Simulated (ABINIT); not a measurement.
**SiC (Moissanite 3C) in ABINIT: convergence with k mesh**

Input of the first run (k mesh 2 × 2 × 2); the others differ in this setting and in those tied to it:

Contents of run.abi:

```
pp_dirpath "./"
pseudos "14_Si_4_1.9_1.9_pbe_n_v1.0.psp8, 06_C_4_1.2_1.2_pbe_n_v1.0.psp8"

acell 3.0815713524 3.0815713524 3.0815713524 Angstrom
rprim
     0.0000000000     0.7071067812     0.7071067812
     0.7071067812     0.0000000000     0.7071067812
     0.7071067812     0.7071067812     0.0000000000
ntypat 2
znucl 14 6
natom 2
typat 1 2
xred
     0.0000000000     0.0000000000     0.0000000000
     0.7500000000     0.7500000000     0.7500000000

ecut 952.398519 eV

kptopt 1
ngkpt 2 2 2
nshiftk 1
shiftk 0.0 0.0 0.0

ixc 11

nband 8
occopt 4
tsmear 0.00183747

nstep 100
tolvrs 1.0e-10

iomode 3
prtwf 0
prtden 0
prteig 0
prtebands 0
enunit 2
```

Potentials or basis: SPMS NC PBE v1.0.

The run is started by

```bash
$ abinit run.abi > log 2>&1
```

Hardware: 1 thread of Arm Neoverse V1, with other jobs on the host.

Task: The values tried are 2 × 2 × 2, 3 × 3 × 3, 4 × 4 × 4, 6 × 6 × 6, 8 × 8 × 8, 9 × 9 × 9, 10 × 10 × 10, 12 × 12 × 12, 15 × 15 × 15, loosest first. From which on does the energy stay within 1 meV/atom of the tightest run that finished?

Result: From 8 × 8 × 8 on.

| k mesh | energy less the tightest run (meV/atom) | pressure (GPa) | gap on the mesh (eV) | SCF cycles | CPU time (s) | peak memory (GiB) |
| --- | --- | --- | --- | --- | --- | --- |
| 2 × 2 × 2 | 1249.69 | 11.36 | 0.942 | 10 | 1.3 | 0.06 |
| 3 × 3 × 3 | 251.81 | 4.29 | 2.501 | 9 | 1.7 | 0.06 |
| 4 × 4 × 4 | 63.15 | 3.10 | 1.314 | 9 | 2.6 | 0.06 |
| 6 × 6 × 6 | 5.45 | 2.75 | 1.356 | 9 | 4.8 | 0.06 |
| 8 × 8 × 8 | 0.62 | 2.72 | 1.361 | 9 | 8.3 | 0.06 |
| 9 × 9 × 9 | 0.20 | 2.72 | 1.507 | 9 | 10 | 0.06 |
| 10 × 10 × 10 | 0.07 | 2.71 | 1.362 | 9 | 13 | 0.06 |
| 12 × 12 × 12 | 0.02 | 2.71 | 1.362 | 9 | 20 | 0.07 |
| 15 × 15 × 15 | 0.00 | 2.71 | 1.414 | 9 | 33 | 0.08 |

Against the tightest run, the pressure stays within 0.1 GPa from 6 × 6 × 6 on. Not settled before the last step: the gap on the mesh (to 0.01 eV). Meshes of other sizes hit other points, so gaps and Fermi surfaces needn't settle smoothly. The tightest run that finished is the yardstick and may itself not be fully converged.

Caveat, for the tightest run too: an odd mesh through Γ misses points on the zone boundary, where band edges often lie.
